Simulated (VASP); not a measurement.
Ag:

```
Ag
1.0
     0.00000    2.04275    2.04275
     2.04275    0.00000    2.04275
     2.04275    2.04275    0.00000
Ag
1
Direct
  0.00000 0.00000 0.00000
```

| Property | Result |
| --- | --- |
| Program | VASP 6.6.1 |
| Task | relaxation of cell and atoms |
| Functional | BLYP |
| Potentials or basis | VASP PAW PBE potentials, release 64 (Ag) |
| Cutoff | 600 eV |
| k mesh | 11 × 11 × 11 |
| Occupations | fermi-dirac, width 0.05 eV |
| Spin | no spin polarisation |

At the start: pressure 12.1 GPa; volume 17.05 Å³/atom.

Q: Where does the relaxation end?

A: Over 5 steps the energy falls by 74.9 meV/atom and the volume is 19.31 Å³/atom (+13.3 %); space group Fm-3m (No. 225, to 0.05 Å).

The path:
```
step  energy change (eV)  largest force (eV/Å)  pressure (GPa)  volume (Å³)
   1              0.0000                0.0000           12.12        17.05
   2             -0.0627                0.0000           -3.29        20.43
   3             -0.0749                0.0000            0.05        19.30
   4             -0.0748                0.0000           -0.11        19.35
   5             -0.0749                0.0000           -0.01        19.31
```

Final structure:
```
Ag
1.0
     0.00000    2.12941    2.12941
     2.12941    0.00000    2.12941
     2.12941    2.12941    0.00000
Ag
1
Direct
  0.00000 0.00000 0.00000
```

Caveat: the PAW data sets were made with another functional, which shifts forces and pressure a little; the volume moved by +13 % from the deposited cell, more than functionals usually miss.
